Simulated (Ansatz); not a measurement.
Runs of Ansatz 0.2.0 on SnSe2. It takes space group P-3m1 (No. 164, trigonal). Conventional cell: a = 3.811 Å, b = 3.811 Å, c = 6.136 Å, α = 90.00°, β = 90.00°, γ = 120.00°. Around Sn (site symmetry -3m) lie 6 Se at 2.68 Å. Around Se (site symmetry 3m) lie 3 Sn at 2.68 Å. 

| task | level | cell | k mesh | cutoff (eV) | mesh quality | gap on the mesh (eV) | pressure (GPa) | relaxed volume (Å³/atom) |
| --- | --- | --- | --- | --- | --- | --- | --- | --- |
| single point | PBE | as given | 8 × 8 × 5 | 500 | not flagged | 0.81 | 5.5 | - |
| relaxation of cell and atoms | LDA | relaxed | 8 × 8 × 5 | 420 | not flagged | - | 0.0 | (a) |
| relaxation of cell and atoms | BLYP+D3(BJ) | relaxed | 8 × 8 × 5 | 420 | not flagged | 0.16 | 0.0 | 25.34 |
| relaxation of cell and atoms | r2SCAN50 | relaxed | 4 × 4 × 3 | 500 | coarse | (c) | 0.0 | 27.30 |
| relaxation of cell and atoms | RPBE | relaxed | 8 × 8 × 5 | 420 | not flagged | (b) | 0.0 | 35.91 |

Alike in all rows: potentials or basis Ansatz PAW; no spin polarisation; smearing fermi-dirac 0.05 eV.

Problem. Estimate the missing entries.

Solution. (a) 24.57; (b) 0.84; (c) 3.82.

Caveats: some runs use coarse meshes; odd divisions of the mesh miss points on the zone boundary, where band edges often lie, so the gap on the mesh can be too wide (some runs); spin-orbit coupling is left out, which moves the levels of the heavy elements (some runs); the plane-wave basis is chosen anew once the cell has moved, so the energies of steps on either side of that aren't comparable (some runs); the PAW data sets come from PBE, with cores solved anew for the run's functional, which leaves a small shift of forces and pressure (some runs); this functional lacks dispersion, which binds the layers, so the pressure and a relaxed spacing across them are unreliable (some runs); the volume moved by over 15 % at a fixed basis, so the end points are rough (some runs); this functional lacks dispersion, which binds the layers, so the pressure and a relaxed spacing across them are unreliable, and here the layers came unbound (some runs).

A k mesh can miss the band edges, and the runs leave out spin-orbit coupling on Se, Sn.
